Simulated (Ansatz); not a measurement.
**Sn under changes of volume**

One of the cells (27.650 Å³/atom); the others are scaled copies at fixed shape and fractional positions:

```
Sn
1.0
    -2.94014    2.94014    1.59930
     2.94014   -2.94014    1.59930
     2.94014    2.94014   -1.59930
Sn
2
Direct
  0.00000 0.00000 0.00000
  0.75000 0.25000 0.50000
```

```yaml
Program: Ansatz 0.2.0
Functional: LDA
Potentials_or_basis: Ansatz PAW
Cutoff: "420 eV (not typed: the program's choice for these potentials)"
k_mesh: 9 × 9 × 9
Occupations: fermi-dirac, width 0.05 eV
Spin: no spin polarisation
```

```csv
volume (Å³/atom),energy over the lowest point (meV/atom),pressure (GPa)
25.991,0.00,0.5
26.544,0.62,-0.8
27.097,5.23,-1.9
27.650,13.42,-2.9
28.203,?,?
28.756,38.97,-4.5
29.309,55.67,-5.2
```

**Question.** What does the run at 28.203 Å³/atom give?

**Answer.** Energy over the lowest point 24.78 meV/atom; pressure -3.7 GPa.

Worked out: A Birch-Murnaghan fit of order 3 (a polynomial in V^(-2/3)) to the other rows has its minimum at 26.19 Å³/atom with B0 = V·E''(V) = 59 GPa and B' = 4.5 at fixed shape and positions, which overstates the stiffness. It gives 24.78 meV/atom at 28.203 Å³/atom, against the run's 24.78, and -dE/dV = -3.7 GPa, against -3.7.

Energies are extrapolated to zero smearing.

Caveats: the PAW data sets come from PBE, with cores solved anew for the run's functional, which leaves a small shift of forces and pressure.
